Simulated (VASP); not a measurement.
A run of VASP 6.6.1:

The input INCAR:

```
ALGO = Normal
EDIFF = 1E-6
ENCUT = 520
GGA = CA
ISIF = 2
ISMEAR = 0
KPAR = 4
LASPH = T
LCHARG = F
LREAL = F
LWAVE = F
NBANDS = 16
NELM = 80
PREC = Accurate
SIGMA = 0.03
```

File KPOINTS:

```
k-points
0
Gamma
  6 6 6
```

POSCAR

```
GaAs
1.0
    0.0000000000      2.8268500000      2.8268500000
    2.8268500000      0.0000000000      2.8268500000
    2.8268500000      2.8268500000      0.0000000000
Ga As
1 1
Direct
    0.0000000000      0.0000000000      0.0000000000
    0.2500000000      0.2500000000      0.2500000000
```

Potentials or basis: VASP PAW LDA potentials, release 64 (Ga_d, As).

Launch:

```console
$ cat potpaw_LDA.64/Ga_d/POTCAR potpaw_LDA.64/As/POTCAR > POTCAR
$ mpirun -np 4 vasp_std > vasp.out
```

Hardware: 4 MPI ranks on Intel(R) Xeon(R) 6975P-C (Granite Rapids), with other jobs on the host.

Problem. How long does it take, and how much memory?

Solution. Wall time 3.8 s on 4 MPI ranks on Intel(R) Xeon(R) 6975P-C (Granite Rapids) (shared host), peak memory 0.14 GiB a rank. Counts: scf iterations 12, k points 16.
